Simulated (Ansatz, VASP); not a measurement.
**ZnSe in VASP and in Ansatz**

INCAR

```
PREC = Accurate ; ENCUT = 520
EDIFF = 1E-7 ; ISMEAR = -1
SIGMA = 0.1 ; LREAL = False
LASPH = True ; NELM = 60
ALGO = Normal ; ISIF = 2
LWAVE = False ; LCHARG = True
GGA = PE ; LELF = True
LVHAR = True ; NBANDS = 16
```

Contents of KPOINTS:

```
Automatic mesh
0
Gamma
  13 13 13
```

Contents of POSCAR:

```
ZnSe
1.0
    0.0000000000      2.1988731042      2.1988731042
    2.1988731042      0.0000000000      2.1988731042
    2.1988731042      2.1988731042      0.0000000000
Zn Se
1 1
Direct
    0.0000000000      0.0000000000      0.0000000000
    0.5000000000      0.5000000000      0.5000000000
```

Input for Ansatz:

```yaml
crystal:
  lattice:
    - [0.0, 2.1988731042, 2.1988731042]
    - [2.1988731042, 0.0, 2.1988731042]
    - [2.1988731042, 2.1988731042, 0.0]
  atoms:
    - { symbol: Zn, position: [0.0, 0.0, 0.0] }
    - { symbol: Se, position: [0.5, 0.5, 0.5] }
kpoints:
  mp_grid: { grid: [13, 13, 13] }
  band_path:
    path:
      - [0.0, 0.0, 0.0]
      - [0.5, 0.0, 0.5]
      - [0.625, 0.25, 0.625]
      - [0.375, 0.375, 0.75]
      - [0.0, 0.0, 0.0]
      - [0.5, 0.5, 0.5]
      - [0.5, 0.25, 0.75]
      - [0.5, 0.0, 0.5]
    npoints: 8
scf:
  occupations: { method: fermi_dirac, width: 0.1 }
hamiltonian:
  xc: pbe
  pseudopotentials: { kind: all_electron, lapw: { basis_error: 0.001 } }
output:
  forces: true
  stress: true
  eigenvalues: true
  populations: true
  dos: { projected: true, de: 0.2, e_range: [-14, 8] }
```

Change from the starting cell: volume scaled by 0.55, LAPW.

Alike in both runs: task single point; functional PBE; k mesh 13 × 13 × 13; occupations fermi-dirac, width 0.1 eV; no spin polarisation.

|  | VASP | Ansatz |
| --- | --- | --- |
| version | VASP 6.6.1 | Ansatz 0.2.0 |
| potentials or method | VASP PAW PBE potentials, release 64 (Zn, Se) | all-electron LAPW, scalar-relativistic |
| plane-wave cutoff (eV) | 520 | see its input |

|  | VASP | Ansatz | Ansatz less VASP |
| --- | --- | --- | --- |
| pressure (GPa) | 168.8 | 165.8 | -3.05 |

Ansatz ran all-electron here, so the differences hold the error of VASP's frozen core and of both bases.

Caveats: the cell as given lies far from equilibrium; so large a pressure means that the cell lies far from this level's equilibrium, or that cutoff or potentials fall short (VASP).
